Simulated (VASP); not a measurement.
A run of VASP 6.6.1:

File INCAR:

```
PREC = Accurate
ENCUT = 520
EDIFF = 1E-6
ISMEAR = 0
SIGMA = 0.02
LREAL = F
LASPH = T
NELM = 100
ALGO = Fast
ISIF = 2
LWAVE = F
LCHARG = F
GGA = PE
NBANDS = 11
```

Contents of KPOINTS:

```
regular mesh
0
Gamma
  8 8 8
```

The input POSCAR:

```
NaH
1.0
    0.0000000000      2.4002768000      2.4002768000
    2.4002768000      0.0000000000      2.4002768000
    2.4002768000      2.4002768000      0.0000000000
Na H
1 1
Direct
    0.0000000000      0.0000000000      0.0000000000
    0.5000000000      0.5000000000      0.5000000000
```

Potentials or basis: VASP PAW PBE potentials, release 64 (Na_pv, H).

The run is started by

```bash
$ cat potpaw_PBE.64/Na_pv/POTCAR potpaw_PBE.64/H/POTCAR > POTCAR
$ mpirun -np 1 vasp_std > vasp.out
```

Hardware: 1 thread of Intel(R) Xeon(R) Platinum 8488C (Sapphire Rapids), on a shared host.

Question: Estimate the wall time of this run.

Answer: Wall time 8.5 s on 1 thread of Intel(R) Xeon(R) Platinum 8488C (Sapphire Rapids), with other jobs on the host, peak memory 0.15 GiB. Counts: scf iterations 13, k points 29.
